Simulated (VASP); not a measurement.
Write the native input for VASP 6.6.1 that does the following.

| Property | Result |
| --- | --- |
| Task | band structure |
| Functional | PBE0 |
| Potentials or basis | VASP PAW PBE potentials, release 64 (Se, Li_sv) |
| Cutoff | 520 eV |
| k mesh | 4 × 4 × 4 |
| Occupations | fermi-dirac, width 0.05 eV |
| Spin | no spin polarisation |
| Grid for exact exchange (PRECFOCK) | Fast |
| Exchange at q = 0 | truncated |
| Further INCAR settings | ALGO = Normal; EDIFF = 1e-07; NBANDS = 13 |

The system is Li2Se.

```xyz
3
Lattice="0.0000 3.0025 3.0025 3.0025 0.0000 3.0025 3.0025 3.0025 0.0000" Properties=species:S:1:pos:R:3 pbc="T T T"
Se    0.0000    0.0000    0.0000
Li    4.5038    4.5038    4.5038
Li    1.5012    1.5012    1.5012
```

One way to write it, as run:

POSCAR

```
Li2Se
1.0
    0.0000000000      3.0025000000      3.0025000000
    3.0025000000      0.0000000000      3.0025000000
    3.0025000000      3.0025000000      0.0000000000
Se Li
1 2
Direct
    0.0000000000      0.0000000000      0.0000000000
    0.7500000000      0.7500000000      0.7500000000
    0.2500000000      0.2500000000      0.2500000000
```

INCAR.step1

```
SYSTEM = Li2Se
PREC = Accurate ; ENCUT = 520
EDIFF = 1E-5 ; ISMEAR = -1
SIGMA = 0.05 ; LREAL = .False.
LASPH = .True. ; NELM = 100
ALGO = Normal ; ISIF = 2
LWAVE = .True. ; LCHARG = .False.
NBANDS = 13 ; GGA = PE
```

INCAR.step2

```
SYSTEM = Li2Se
PREC = Accurate ; ENCUT = 520
EDIFF = 1E-7 ; ISMEAR = -1
SIGMA = 0.05 ; LREAL = .False.
LASPH = .True. ; NELM = 100
ALGO = Normal ; ISIF = 2
LWAVE = .False. ; LCHARG = .False.
GGA = PE ; LHFCALC = .True.
AEXX = 0.25 ; PRECFOCK = Fast
HFRCUT = -1 ; NBANDS = 13
ISTART = 1
```

KPOINTS

```
Automatic mesh
0
Gamma
  4 4 4
  0 0 0
```

KPOINTS_OPT

```
path GXWKGLUWLK,UX
8
line-mode
reciprocal
 0.0000000000  0.0000000000  0.0000000000  G
 0.5000000000  0.0000000000  0.5000000000  X

 0.5000000000  0.0000000000  0.5000000000  X
 0.5000000000  0.2500000000  0.7500000000  W

 0.5000000000  0.2500000000  0.7500000000  W
 0.3750000000  0.3750000000  0.7500000000  K

 0.3750000000  0.3750000000  0.7500000000  K
 0.0000000000  0.0000000000  0.0000000000  G

 0.0000000000  0.0000000000  0.0000000000  G
 0.5000000000  0.5000000000  0.5000000000  L

 0.5000000000  0.5000000000  0.5000000000  L
 0.6250000000  0.2500000000  0.6250000000  U

 0.6250000000  0.2500000000  0.6250000000  U
 0.5000000000  0.2500000000  0.7500000000  W

 0.5000000000  0.2500000000  0.7500000000  W
 0.5000000000  0.5000000000  0.5000000000  L

 0.5000000000  0.5000000000  0.5000000000  L
 0.3750000000  0.3750000000  0.7500000000  K

 0.6250000000  0.2500000000  0.6250000000  U
 0.5000000000  0.0000000000  0.5000000000  X
```

Potentials or basis: VASP PAW PBE potentials, release 64 (Se, Li_sv).

Run with:

```console
$ cat potpaw_PBE.64/Se/POTCAR potpaw_PBE.64/Li_sv/POTCAR > POTCAR
$ cp INCAR.step1 INCAR
$ mpirun -np 1 vasp_std > vasp.out
$ cp INCAR.step2 INCAR
$ mpirun -np 1 vasp_std > vasp.out
```

Results of the run:

| Item | Value |
| --- | --- |
| Band gap on the k mesh | 4.52 eV, indirect (least direct gap 5.04 eV) |
| Band gap along the path | 4.52 eV, indirect (least direct gap 5.04 eV) |

Caveat: the k mesh is coarse (spacing up to 0.45 Å⁻¹), so the values aren't converged, least of all with exact exchange.

Run time: 8.4 min on 1 thread of Intel(R) Xeon(R) Platinum 8559C (Emerald Rapids), on a shared host, peak memory 0.19 GiB.
